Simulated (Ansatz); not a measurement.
**¹⁷O NMR of the central transition in SiO2**

Cell: a Materials Project structure (computed, not necessarily an observed phase).

Space group Pmma (No. 51); a = 9.7780, b = 7.5446, c = 9.4405 Å.

| site | Wyckoff | site symmetry | x | y | z |
| --- | --- | --- | --- | --- | --- |
| Si1 | 8l | 1 | 0.0907 | 0.2047 | 0.3664 |
| Si9 | 4j | .m. | 0.0895 | 0.5000 | 0.1411 |
| O13 | 8l | 1 | 0.0529 | 0.3246 | 0.2314 |
| O21 | 4k | m.. | 0.2500 | 0.2300 | 0.4070 |
| O25 | 4i | .m. | 0.0599 | 0.0000 | 0.3282 |
| O29 | 4h | .2. | 0.0000 | 0.2655 | 0.5000 |
| O33 | 2b | .2/m. | 0.0000 | 0.5000 | 0.0000 |
| O35 | 2f | mm2 | 0.2500 | 0.5000 | 0.1013 |

One atom of each set is listed.

All values are calculated (Ansatz; DFT, r2SCAN, plane waves and PAW, scalar-relativistic, 500 eV cutoff, Γ-centred 2×3×3 k-points, Fermi–Dirac smearing 0.02 eV), not measured.

¹⁷O has I = 5/2 and Q = -25.58 mb (Pyykkö 2018); at 21.1 T its Larmor frequency is ν₀ = 121.8 MHz. Only the quadrupole interaction is simulated: positions count from each site's isotropic chemical shift, and J coupling is left out, as are shift anisotropy and dipolar coupling, which fast spinning averages.

Question: Give C_Q, η, the quadrupolar product P_Q = |C_Q|(1 + η²/3)^½, the second-order isotropic shift and the breadth of the pattern (fast magic-angle spinning) for each O site.

Answer: 

```csv
site,first shell,C_Q (MHz),η,P_Q (MHz),δ_QIS (ppm),breadth (kHz)
O13,"2 Si at 1.61 Å, angle 146°",-5.73,0.19,5.76,-13.4,3.68
O21,"2 Si at 1.62 Å, angle 149°",-5.65,0.09,5.66,-13.0,3.47
O25,"2 Si at 1.61 Å, angle 146°",-5.66,0.14,5.68,-13.0,3.54
O29,"2 Si at 1.61 Å, angle 147°",-5.77,0.16,5.79,-13.6,3.69
O33,"2 Si at 1.59 Å, angle 180°",-6.40,0.02,6.40,-16.6,4.35
O35,"2 Si at 1.61 Å, angle 153°",-5.92,0.16,5.95,-14.3,3.90
```

δ_QIS = −(ν_Q²/30ν₀²)[I(I+1) − 3/4](1 + η²/3) × 10⁶ ppm with ν_Q = 3|C_Q|/[2I(2I−1)]; it falls as 1/B₀² in ppm, and the breadth as 1/B₀ in kHz.

At O13, O21, O25, O29 and O35 V_zz runs parallel to the line that joins its two neighbours (within 1°) in each case. At O33 V_zz points along the line of its two bonds (within 1°).

Hardware: 1 thread of Intel Xeon 6975P-C (Granite Rapids) (x86_64; 16 cores open to the job, memory cap 2.5 GiB, no GPU), a shared host with a load of 0.2 a core. Wall time 84 s, CPU time 84 s, peak memory 2.3 GiB.
